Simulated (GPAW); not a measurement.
# ZnSe (Stilleite) (F-43m) in GPAW: notebook, part 3 of 3

GPAW 26.7.0.

## (5) G0W0 quasiparticle levels, LDA

Contents of run.py:

```python
import json
import numpy as np
import spglib
from ase import Atoms
from ase.dft.bandgap import bandgap
from ase.io import read, write
from gpaw import GPAW, PW
from gpaw.response.g0w0 import G0W0

atoms = read('ZnSe.cif')
cell, positions, numbers = spglib.find_primitive(
    (atoms.cell[:], atoms.get_scaled_positions(), atoms.numbers), symprec=1e-4)
atoms = Atoms(numbers, cell=cell, scaled_positions=positions, pbc=True)

calc = GPAW(mode=PW(400),
            xc='LDA',
            kpts={'size': (5, 5, 5), 'gamma': True},
            occupations={'name': 'fermi-dirac', 'width': 0.001},
            nbands=18,
            convergence={'density': 1e-06},
            maxiter=150,
            txt='gpaw.txt')
atoms.calc = calc
energy = atoms.get_potential_energy()
calc.write('gs.gpw')
write('result.traj', atoms)
print(f'Energy: {energy:.6f} eV')
print('Fermi level:', round(calc.get_fermi_level(), 4), 'eV')
print(f'Gap: {bandgap(calc)[0]:.4f} eV, direct: {bandgap(calc, direct=True)[0]:.4f} eV')

calc.diagonalize_full_hamiltonian(nbands=296)
calc.write('full.gpw', mode='all')

ibz = calc.get_ibz_k_points()
gap, vbm, cbm = bandgap(calc, output=None)
gap, direct, _ = bandgap(calc, direct=True, output=None)
gamma = int(np.abs(ibz).sum(1).argmin())
kpts = sorted({gamma, vbm[1], cbm[1], direct[1]})
gw = G0W0(calc='full.gpw',
          filename='gw',
          ecut=200,
          ecut_extrapolation=True,
          relbands=(-2, 2),
          kpts=kpts,
          integrate_gamma='WS',
          ppa=True)
gw.calculate()
results = {mode: {key: np.asarray(r[key]).tolist() for key in ['f', 'eps', 'vxc', 'exx', 'sigma', 'Z', 'qp', 'sigma_eskn']}
           for mode, r in gw.all_results.items()}
json.dump({'kpts': ibz[kpts].tolist(), 'results': results}, open('gw.json', 'w'))
for mode, r in results.items():
    f, qp = np.array(r['f']), np.array(r['qp'])
    print(mode, 'quasiparticle energies (eV):')
    print(qp.round(3))
    print(mode, 'gap:', round(qp[f < 0.5].min() - qp[f > 0.5].max(), 4), 'eV')
```

Contents of ZnSe.cif:

```cif
data_ZnSe
_cell_length_a 5.66760000
_cell_length_b 5.66760000
_cell_length_c 5.66760000
_cell_angle_alpha 90.00000000
_cell_angle_beta 90.00000000
_cell_angle_gamma 90.00000000
_space_group_name_H-M_alt 'F-43m'
_space_group_name_Hall 'F -4 2 3'
_space_group_IT_number 216
loop_
_space_group_symop_operation_xyz
'x,y,z'
'y,-x,-z'
'-x,-y,z'
'-y,x,-z'
'x,-y,-z'
'y,x,z'
'-x,y,-z'
'-y,-x,z'
'z,x,y'
'-z,y,-x'
'z,-x,-y'
'-z,-y,x'
'-z,x,-y'
'z,y,x'
'-z,-x,y'
'z,-y,-x'
'y,z,x'
'-x,-z,y'
'-y,z,-x'
'x,-z,-y'
'-y,-z,x'
'x,z,y'
'y,-z,-x'
'-x,z,-y'
'x,y+1/2,z+1/2'
'y,-x+1/2,-z+1/2'
'-x,-y+1/2,z+1/2'
'-y,x+1/2,-z+1/2'
'x,-y+1/2,-z+1/2'
'y,x+1/2,z+1/2'
'-x,y+1/2,-z+1/2'
'-y,-x+1/2,z+1/2'
'z,x+1/2,y+1/2'
'-z,y+1/2,-x+1/2'
'z,-x+1/2,-y+1/2'
'-z,-y+1/2,x+1/2'
'-z,x+1/2,-y+1/2'
'z,y+1/2,x+1/2'
'-z,-x+1/2,y+1/2'
'z,-y+1/2,-x+1/2'
'y,z+1/2,x+1/2'
'-x,-z+1/2,y+1/2'
'-y,z+1/2,-x+1/2'
'x,-z+1/2,-y+1/2'
'-y,-z+1/2,x+1/2'
'x,z+1/2,y+1/2'
'y,-z+1/2,-x+1/2'
'-x,z+1/2,-y+1/2'
'x+1/2,y,z+1/2'
'y+1/2,-x,-z+1/2'
'-x+1/2,-y,z+1/2'
'-y+1/2,x,-z+1/2'
'x+1/2,-y,-z+1/2'
'y+1/2,x,z+1/2'
'-x+1/2,y,-z+1/2'
'-y+1/2,-x,z+1/2'
'z+1/2,x,y+1/2'
'-z+1/2,y,-x+1/2'
'z+1/2,-x,-y+1/2'
'-z+1/2,-y,x+1/2'
'-z+1/2,x,-y+1/2'
'z+1/2,y,x+1/2'
'-z+1/2,-x,y+1/2'
'z+1/2,-y,-x+1/2'
'y+1/2,z,x+1/2'
'-x+1/2,-z,y+1/2'
'-y+1/2,z,-x+1/2'
'x+1/2,-z,-y+1/2'
'-y+1/2,-z,x+1/2'
'x+1/2,z,y+1/2'
'y+1/2,-z,-x+1/2'
'-x+1/2,z,-y+1/2'
'x+1/2,y+1/2,z'
'y+1/2,-x+1/2,-z'
'-x+1/2,-y+1/2,z'
'-y+1/2,x+1/2,-z'
'x+1/2,-y+1/2,-z'
'y+1/2,x+1/2,z'
'-x+1/2,y+1/2,-z'
'-y+1/2,-x+1/2,z'
'z+1/2,x+1/2,y'
'-z+1/2,y+1/2,-x'
'z+1/2,-x+1/2,-y'
'-z+1/2,-y+1/2,x'
'-z+1/2,x+1/2,-y'
'z+1/2,y+1/2,x'
'-z+1/2,-x+1/2,y'
'z+1/2,-y+1/2,-x'
'y+1/2,z+1/2,x'
'-x+1/2,-z+1/2,y'
'-y+1/2,z+1/2,-x'
'x+1/2,-z+1/2,-y'
'-y+1/2,-z+1/2,x'
'x+1/2,z+1/2,y'
'y+1/2,-z+1/2,-x'
'-x+1/2,z+1/2,-y'
loop_
_atom_site_label
_atom_site_type_symbol
_atom_site_symmetry_multiplicity
_atom_site_Wyckoff_symbol
_atom_site_fract_x
_atom_site_fract_y
_atom_site_fract_z
_atom_site_occupancy
Se1 Se 4 c 0.2500000000 0.2500000000 0.2500000000 1
Zn1 Zn 4 a 0.0000000000 0.0000000000 0.0000000000 1
```

Potentials or basis: the program's PAW data sets (release 1.2.1) made for this functional, pw.

Command:

```sh
$ OMP_NUM_THREADS=1 python run.py
```

gpaw.txt:

```text
__  _  _
 | _ |_)|_||  |
 |__||  | ||/\| - 26.7.0

Input parameters:
  mode=PW(ecut=400.0),
  convergence={'density': 1e-06},
  kpts=MonkhorstPack(size=(5, 5, 5), gamma=True),
  maxiter=150,
  nbands=18,
  occupations=Occupations(name='fermi-dirac', width=0.001),
  xc=XC(name='LDA')

Diagonalizing LCAO Hamiltonian
Converting LCAO to pw mode

           Se

       Zn

Atoms  # Å, Bohr magnetons
|   | symbol |        x |        y |        z |    initial magnetic moments |
|---|--------|----------|----------|----------|-----------------------------|
| 0 |     Se | 1.416900 | 1.416900 | 1.416900 | ( 0.0000,  0.0000,  0.0000) |
| 1 |     Zn | 0.000000 | 0.000000 | 0.000000 | ( 0.0000,  0.0000,  0.0000) |

Unit cell  # Å
| periodic |        x |        y |        z |  lengths |    angles |
|----------|----------|----------|----------|----------|-----------|
|      yes | 0.000000 | 2.833800 | 2.833800 | 4.007598 | 60.000000 |
|      yes | 2.833800 | 0.000000 | 2.833800 | 4.007598 | 60.000000 |
|      yes | 2.833800 | 2.833800 | 0.000000 | 4.007598 | 60.000000 |

Number of symmetries: 24
Symmetry operations  # r_c * U_cc + t_c -> r_c
|    | kind |            matrix            |
|----|------|------------------------------|
|  0 |  E   |  1, 0, 0,  0, 1, 0,  0, 0, 1 |
|  1 |  σ   |  1, 0, 0,  0, 0, 1,  0, 1, 0 |
|  2 |  σ   |  1, 0,-1,  0, 1,-1,  0, 0,-1 |
|  3 |  C3  |  1, 0,-1,  0, 0,-1,  0, 1,-1 |
|  4 |  C3  |  1,-1, 0,  0,-1, 1,  0,-1, 0 |
|  5 |  σ   |  1,-1, 0,  0,-1, 0,  0,-1, 1 |
|  6 |  σ   |  0, 1, 0,  1, 0, 0,  0, 0, 1 |
|  7 |  C3  |  0, 1, 0,  0, 0, 1,  1, 0, 0 |
[... 126 lines left out ...]
  Backstep threshold: 4.0
  History deletion threshold: 6.0
  Fourier metric: weight=20.0, sigma=0.015

occupation numbers:
  Fermi-Dirac:
    width: 0.0010  # eV

poisson solver:
  ecut: 3200.0  # eV

xc functional:
  name: None

convergence criteria:
- Maximum integral of absolute [dens]ity change: 1e-06 electrons / valence electron
- Maximum [total energy] change in last 3 cyles: 0.0005 eV / valence electron
- Maximum integral of absolute [eigenst]ate change: 4e-08 eV^2 / valence electron
maximum number of iterations: 150

SCF iterations
|iter     | |      energy | eigst |  dens |
|---------|-|-------------|-------|-------|
|iter:   1| |   -7.631963 | -0.29 |       |
|iter:   2| |   -7.572274 | -2.24 | -1.26 |
|iter:   3| |   -7.377521 | -1.71 | -1.30 |
|iter:   4| |   -7.372599 | -2.84 | -1.84 |
|iter:   5| |   -7.372646c| -4.40 | -2.36 |
|iter:   6| |   -7.372626c| -5.03 | -3.28 |
|iter:   7| |   -7.372631c| -6.37 | -3.72 |
|iter:   8| |   -7.372632c| -7.32 | -4.12 |
|iter:   9| |   -7.372632c| -8.08c| -5.50 |
|iter:  10| |   -7.372632c| -7.92c| -5.80 |
|iter:  11| |   -7.372632c| -9.26c| -6.99c|

Converged in 11 steps
Energy contributions relative to reference atoms: (reference = -114805.075344)

Energy contributions:
  Kinetic:          10.549365
  Coulomb:          -8.955837
  Zero:             -0.075825
  External:          0.000000
  Xc:               -8.890335
  Entropy:          -0.000000
  Spinorbit:         0.000000
  ----------------------------
  Free energy:      -7.372632
  Extrapolated:     -7.372632

dipole moment: (-14.483927, -14.483927, -14.483927)  # |e|*Ang

Fermi level: 3.942
Eigenvalues  # (at kpt = [0.000, 0.000, 0.000])
| band index |      eig [eV] | occ [0-2] |
|------------|---------------|-----------|
|          0 |        -9.742 |     2.000 |
|          1 |        -3.070 |     2.000 |
|          2 |        -3.070 |     2.000 |
|          3 |        -3.070 |     2.000 |
|          4 |        -2.711 |     2.000 |
|          5 |        -2.711 |     2.000 |
[... 10 lines left out ...]
|         16 |        16.454 |     0.000 |
|         17 |        16.454 |     0.000 |

Gap: 1.038 eV
Transition (v -> c):
  (s=0, k=0, n=8, [0.00, 0.00, 0.00]) -> (s=0, k=0, n=9, [0.00, 0.00, 0.00])
No difference between direct/indirect transitions
# Writing to gs.gpw (mode='')

Matrix size: 869x869
# Writing to full.gpw (mode='all')
```

Wall time 11 min (1 thread of AMD EPYC 9B14 (Zen 4), shared host); peak memory 0.46 GiB.

What came out:

```yaml
Free_energy: -7.3726 eV
Band_gap_on_the_k_mesh_mean-field_level: 1.04 eV, direct
Quasiparticle_gap: 2.27 eV
Least_direct_quasiparticle_gap: 2.27 eV
```

Levels at points of the mesh, in eV from the valence-band top:
| k point | band 7 | band 8 | band 9 | band 10 | band 11 | band 12 |
| --- | --- | --- | --- | --- | --- | --- |
| (0.00, 0.00, 0.00) | 0.00 | 0.00 | 0.00 | 1.04 | 5.71 | 5.71 |

Caveat: the k mesh is coarse; the quasiparticle gap is taken among the few k points that were corrected; the long-wavelength limit can be off by several per cent where d states take part.

## (6) Comparison with measurements

Step 5. Against the measured gap of ZnSe, 2.695 eV (an exciton energy, a little under the gap; 300 K; “Alloy Disordering Effects on the Thermal Conductivity and Energy Gap Temperature Dependence of Cd1−xZnxSe Ternary Crystals Grown by the Bridgman Method”, 2023, pmc:10253836), the calculated 2.27 eV is off by -0.42 eV. Spin-orbit coupling on Se is left out. The value is that of G0W0 on LDA, without temperature or zero-point motion.
